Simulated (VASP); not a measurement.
# Pt (Fm-3m) in VASP: a series of runs, part 3 of 3

VASP 6.6.1.

## Step 5: Relaxation of cell and atoms, LDA

This run uses another cell than the first one, of 15.08 Å³/atom, 0.997 times its volume.

Input file INCAR:

```
ALGO = Normal
EDIFF = 1E-6
EDIFFG = -0.01
ENCUT = 600
GGA = CA
IBRION = 2
ISIF = 3
ISMEAR = 1
LASPH = True
LCHARG = False
LREAL = False
LWAVE = False
NELM = 80
NSW = 90
PREC = Accurate
SIGMA = 0.1
```

Input file KPOINTS:

```
k-points
0
Gamma
  16 16 16
```

Input file POSCAR:

```
Pt
1.0
    0.0000000000      1.9609000000      1.9609000000
    1.9609000000      0.0000000000      1.9609000000
    1.9609000000      1.9609000000      0.0000000000
Pt
1
Direct
    0.0000000000      0.0000000000      0.0000000000
```

Potentials or basis: VASP PAW LDA potentials, release 64 (Pt).

Run with:

```bash
> cat potpaw_LDA.64/Pt/POTCAR > POTCAR
> mpirun -np 1 vasp_std > vasp.out
```

OUTCAR:

```text
EDIFF = 1E-6
   EDIFFG = -0.01
   ENCUT = 600
   GGA = CA
   IBRION = 2
   ISIF = 3
   ISMEAR = 1
   LASPH = True
   LREAL = False
   NELM = 80
   NSW = 90
   PREC = Accurate

 ion  position               nearest neighbor table
   1  0.000  0.000  0.000-

  LATTYP: Found a face centered cubic cell.
 ALAT       =     3.9218000000

  Lattice vectors:

 A1 = (   0.0000000000,   1.9609000000,   1.9609000000)
 A2 = (   1.9609000000,   0.0000000000,   1.9609000000)
 A3 = (   1.9609000000,   1.9609000000,   0.0000000000)

Analysis of symmetry for initial positions (statically):
=====================================================================
 Subroutine PRICEL returns:
 Original cell was already a primitive cell.

 Routine SETGRP: Setting up the symmetry group for a
 face centered cubic supercell.

 Subroutine GETGRP returns: Found 48 space group operations
 (whereof 48 operations were pure point group operations)
 out of a pool of 48 trial point group operations.

The static configuration has the point symmetry O_h .

Analysis of symmetry for dynamics (positions and initial velocities):
=====================================================================
 Subroutine PRICEL returns:
 Original cell was already a primitive cell.

 Routine SETGRP: Setting up the symmetry group for a
 face centered cubic supercell.

 Subroutine GETGRP returns: Found 48 space group operations
 (whereof 48 operations were pure point group operations)
 out of a pool of 48 trial point group operations.

The dynamic configuration has the point symmetry O_h .

 Subroutine INISYM returns: Found 48 space group operations
 (whereof 48 operations are pure point group operations),
 and found     1 'primitive' translations

----------------------------------------------------------------------------------------
[... 129 lines left out ...]
   NGX = 11   NGY = 11   NGZ = 11

--------------------------------------- Ionic step        1  -------------------------------------------

 number of electron      10.0000000 magnetization

 Free energy of the ion-electron system (eV)
  ---------------------------------------------------
  ext. energy  EPLUGINS =         0.00000000
  ---------------------------------------------------
  free energy    TOTEN  =        -7.49857564 eV

  energy without entropy =       -7.49779628  energy(sigma->0) =       -7.49831586

------------------------ aborting loop because EDIFF is reached ----------------------------------------

  FORCE on cell =-STRESS in cart. coord.  units (eV):
  Direction    XX          YY          ZZ          XY          YZ          ZX
  --------------------------------------------------------------------------------------
  -------------------------------------------------------------------------------------
  Total       -0.5295538     -0.5295538     -0.5295538     -0.0000000      0.0000000      0.0000000
  in kB      -56.2631859    -56.2631859    -56.2631859     -0.0000000      0.0000000      0.0000000
  external PRESSURE =     -56.2631859 kB  Pullay stress =       0.0000000 kB
[... 92 lines left out ...]
--------------------------------------- Ionic step        4  -------------------------------------------

 number of electron       9.9999999 magnetization

 Free energy of the ion-electron system (eV)
  ---------------------------------------------------
  ext. energy  EPLUGINS =         0.00000000
  ---------------------------------------------------
  free energy    TOTEN  =        -7.50372481 eV

  energy without entropy =       -7.50302173  energy(sigma->0) =       -7.50349045

 E-fermi :  11.4930     XC(G=0): -13.8002

 val. band max:       11.4873797177   @ k =  -0.4375   0.1250   0.0625
 cond. band min:      11.5166211601   @ k =  -0.4375   0.3125   0.0000
 fundamental gap:      0.0292414423
 Fermi energy:        11.4929821069

 k-point     1 :       0.0000    0.0000    0.0000
  band No.  band energies     occupation
      1       1.0549      2.00000
      2       7.5743      2.00000
      3       7.5743      2.00000
      4       7.5743      2.00000
      5       9.8377      2.00000
      6       9.8377      2.00000
      7      26.0835      0.00000
      8      31.1155      0.00000
      9      31.1155      0.00000
[... 265 lines left out ...]
 k-point    24 :      -0.0625    0.0625    0.0000
  band No.  band energies     occupation
      1       1.4775      2.00000
      2       7.3666      2.00000
      3       7.7287      2.00000
      4       7.7751      2.00000
      5       9.6355      2.00000
      6       9.8644      2.00000
      7      26.7410      0.00000
      8      29.5419      0.00000
      9      31.2126      0.00000

 [... further k-points ...]

------------------------ aborting loop because EDIFF is reached ----------------------------------------

  FORCE on cell =-STRESS in cart. coord.  units (eV):
  Direction    XX          YY          ZZ          XY          YZ          ZX
  --------------------------------------------------------------------------------------
  -------------------------------------------------------------------------------------
  Total       -0.0009184     -0.0009184     -0.0009184      0.0000000      0.0000000      0.0000000
  in kB       -0.0994677     -0.0994677     -0.0994677      0.0000000      0.0000000      0.0000000
  external PRESSURE =      -0.0994677 kB  Pullay stress =       0.0000000 kB
[... 16 lines left out ...]
  FREE ENERGIE OF THE ION-ELECTRON SYSTEM (eV)
  ---------------------------------------------------
  free  energy   TOTEN  =        -7.5037248080 eV

  energy  without entropy=       -7.5030217278  energy(sigma->0) =       -7.50349045

 reached required accuracy - stopping structural energy minimisation
```

OSZICAR:

```text
N       E                     dE             d eps       ncg     rms          rms(c)
DAV:   1     0.411662352757E+02    0.41166E+02   -0.60062E+03  2626   0.117E+03
DAV:   2    -0.742314360812E+01   -0.48589E+02   -0.46788E+02  2778   0.201E+02
DAV:   3    -0.793884781284E+01   -0.51570E+00   -0.51150E+00  3068   0.212E+01
[... 26 lines left out ...]
   3 F= -.75037220E+01 E0= -.75034871E+01  d E =-.514635E-02
       N       E                     dE             d eps       ncg     rms          rms(c)
DAV:   1    -0.750373936538E+01   -0.17407E-04   -0.34600E-04  2657   0.201E-01    0.275E-02
DAV:   2    -0.750372563227E+01    0.13733E-04   -0.41092E-05  2621   0.576E-02    0.109E-02
DAV:   3    -0.750372480795E+01    0.82432E-06   -0.40964E-06  1672   0.171E-02
   4 F= -.75037248E+01 E0= -.75034904E+01  d E =-.514917E-02
```

It took 15 s on 1 thread of Intel Xeon 6975P-C (Granite Rapids), shared host; peak memory 0.16 GiB.

What came out:

```yaml
Free_energy: -7.5037 eV
Relaxed_volume: 14.79 Å³/atom
Relaxed_cell: a = 2.755 Å, b = 2.755 Å, c = 2.755 Å, α = 60.00°, β = 60.00°, γ = 60.00°
Space_group_after_relaxing_to_0.05_Å: Fm-3m (No. 225)
Energy_gained_by_relaxing: 5.1 meV/atom
Ionic_steps: 4
Pressure_after_relaxing: 0.0 GPa
Band_gap_on_the_k_mesh: none (metal or under the smearing width)
```

The path:
```tsv
step	energy change (eV)	largest force (eV/Å)	pressure (GPa)	volume (Å³)
1	0.0000	0.0000	-5.63	15.08
2	0.0466	0.0000	21.04	13.95
3	-0.0051	0.0000	-0.14	14.80
4	-0.0051	0.0000	-0.01	14.79
```

Final structure:
```
CELL_PARAMETERS angstrom
0.00000 1.94839 1.94839
1.94839 0.00000 1.94839
1.94839 1.94839 0.00000
ATOMIC_POSITIONS crystal
Pt 0.00000 0.00000 0.00000
```

Levels at points of the mesh, in eV from the Fermi level:
```tsv
k point	band 3	band 4	band 5	band 6	band 7	band 8
(0.00, 0.00, 0.00)	-3.92	-3.92	-1.66	-1.66	14.59	19.62
(0.50, 0.00, 0.00)	-3.97	-0.53	0.07	0.07	6.00	14.16
(0.50, 0.50, 0.00)	0.05	0.53	0.53	1.75	9.10	11.42
```

## Step 6: Summary

```tsv
level	potentials or basis	gap on the mesh (eV)	pressure (GPa)
PBE+D3(BJ)	VASP PAW PBE potentials, release 64 (Pt)	none	0.0
RPBE	VASP PAW PBE potentials, release 64 (Pt)	none	0.0
LDA	VASP PAW LDA potentials, release 64 (Pt)	none	0.0
```

Alike in all rows: task relaxation of cell and atoms; no spin polarisation; cell relaxed; k mesh 16 × 16 × 16; cutoff (eV) 600; smearing methfessel-paxton 0.1 eV.

Caveats: the relaxation stopped at its first step, so nothing moved (some runs); pairwise dispersion overbinds metals, which lowers pressure and volume (some runs); the PAW data sets were made with another functional, which shifts forces and pressure a little (some runs).

Total energies depend on the potentials used, so only differences within one code and one set of settings carry meaning.
